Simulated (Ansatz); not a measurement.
C:

```
C
1.0
     2.12732   -1.22828    0.00000
     2.12732    1.22828    0.00000
    -1.37907    0.00000    3.50283
C
2
Direct
  0.16664 0.16664 0.99991
  0.83336 0.83336 0.00009
```

This is a stacking variant of graphite.

Base run:

```yaml
Program: Ansatz 0.2.0
Functional: LDA
Potentials_or_basis: Ansatz PAW
Cutoff: 420 eV
Density_cutoff: 1680 eV
k_mesh: 12 × 12 × 8
Occupations: fixed
Spin: no spin polarisation
```

Its results: pressure -4.1 GPa; largest force 0.011 eV/Å.

Question: The run is repeated on the same cell with these changes: functional from LDA to PBEsol; level from lda to pbesol. What comes out?

Answer: Pressure 0.9 GPa; largest force 0.009 eV/Å.

Caveats: the PAW data sets come from PBE, with cores solved anew for the run's functional, which leaves a small shift of forces and pressure; this functional lacks dispersion, which binds the layers, so the pressure and a relaxed spacing across them are unreliable (some runs).

Not every run made on this cell is shown here.
